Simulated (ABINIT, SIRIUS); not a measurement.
This is a calculation of Nb for SIRIUS 7.10.0. 

Contents of sirius.json:

```json
{
  "control": {
    "processing_unit": "cpu",
    "verbosity": 2,
    "num_bands_to_print": 13,
    "print_forces": true,
    "print_stress": true
  },
  "parameters": {
    "electronic_structure_method": "pseudopotential",
    "xc_functionals": ["XC_GGA_X_PBE_SOL", "XC_GGA_C_PBE_SOL"],
    "gk_cutoff": 9.1,
    "pw_cutoff": 18.2,
    "ngridk": [11, 11, 11],
    "shiftk": [0, 0, 0],
    "smearing": "fermi_dirac",
    "smearing_width": 0.0018374661,
    "num_bands": 13,
    "num_mag_dims": 0,
    "num_dft_iter": 100,
    "energy_tol": 1e-08,
    "density_tol": 1e-06
  },
  "iterative_solver": {
    "type": "davidson",
    "min_tolerance": 1e-09,
    "tolerance_scale": [0.1, 0.25]
  },
  "mixer": {
    "type": "anderson",
    "beta": 0.7,
    "max_history": 8
  },
  "settings": {
    "tol_ne": 1e-10,
    "pseudo_grid_cutoff": 6.5
  },
  "unit_cell": {
    "lattice_vectors": [
      [-3.144409785071, 3.144409785071, 3.144409785071],
      [3.144409785071, -3.144409785071, 3.144409785071],
      [3.144409785071, 3.144409785071, -3.144409785071]
    ],
    "atom_coordinate_units": "lattice",
    "atom_types": ["Nb"],
    "atom_files": {
      "Nb": "Nb.json"
    },
    "atoms": {
      "Nb": [
        [0.0, 0.0, 0.0]
      ]
    }
  }
}
```

Potentials or basis: PseudoDojo 0.4.1 PBEsol standard (scalar relativistic).

Launch:

```console
$ upf_to_json Nb.upf
$ OMP_NUM_THREADS=1 sirius.scf --input=sirius.json --output=out.json --task=0
```

**Question.** Translate it to ABINIT 10.8.3 (patched build). Potentials or basis there: PseudoDojo NC SR PBEsol v0.4.1 standard, cutoff 1116 eV.

**Answer.** As run (cutoffs and basis follow the program's own potentials, and thresholds, step limits or extra output files can differ):

The input run.abi:

```
pp_dirpath "./"
pseudos "Nb.upf"

acell 5.4462775076 5.4462775076 5.4462775076
rprim
    -0.5773502692     0.5773502692     0.5773502692
     0.5773502692    -0.5773502692     0.5773502692
     0.5773502692     0.5773502692    -0.5773502692
ntypat 1
znucl 41
natom 1
typat 1
xred
     0.0000000000     0.0000000000     0.0000000000

ecut 41.0

kptopt 1
ngkpt 11 11 11
nshiftk 1
shiftk 0.0 0.0 0.0

ixc -116133

nband 11
occopt 3
tsmear 0.05 eV

nstep 100
tolvrs 1.0e-10

iomode 3
prtwf 0
prteig 0
prtebands 0
prtden 1
prtvha 1
prtvclmb 1
prtpot 1
prtelf 1
```

Potentials or basis: PseudoDojo NC SR PBEsol v0.4.1 standard.

Run with:

```console
$ abinit run.abi > log 2>&1
```

Both were run:

|  | SIRIUS | ABINIT |
| --- | --- | --- |
| Pressure | -7.7 GPa | -7.7 GPa |

Pressure is positive in compression.
